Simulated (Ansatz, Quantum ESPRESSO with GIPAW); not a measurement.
# SiC: what the 29Si spectrum says of the structure

A crystal of composition SiC (one database entry, not always the ambient form) has the 29Si spectrum and parameters below, calculated by GIPAW (PBEsol; shifts against TMS, scatter of the reference line 4 ppm; spans on the shift scale).

Simulated spectrum: 29Si MAS at 30 kHz, 7.05 T (59.7 MHz), lines broadened by 0.8 ppm; rigid lattice, with dipolar and J couplings left out. Its lines over 1.5 % of the strongest:

```
δ (ppm)  area
  -28.9  1.00
  -32.4  1.00
```

| line | δ_iso (ppm) | relative area | span (ppm) | skew |
| --- | --- | --- | --- | --- |
| A | -28.9 | 1 | 9.8 | -1.00 |
| B | -32.4 | 1 | 7.2 | 1.00 |

Q: What surrounds each Si site, and how symmetric is it?

A and B: skew ±1 point to an axis of order three or more.  The structure behind these values (space group P6_3mc; other structures could give like values):

| line | surroundings | neighbours | bonds (Å) | site symmetry |
| --- | --- | --- | --- | --- |
| A | SiC4 | 4 | 1.88 to 1.89 | 3m |
| B | SiC4 | 4 | 1.88 to 1.89 | 3m |

[Banner, clock, file and message-heading lines were taken out of the pw.x and gipaw.x logs.]

[Logs are printed without paths, hosts, clocks, repeated set-up lines and the standing remarks that a program may print on its own settings, such as how far it seeks lower states.]

[Hosts, paths, dates, database ids (printed as entryN), source tags and the programs' standing remarks are cut or masked in the printed files.]
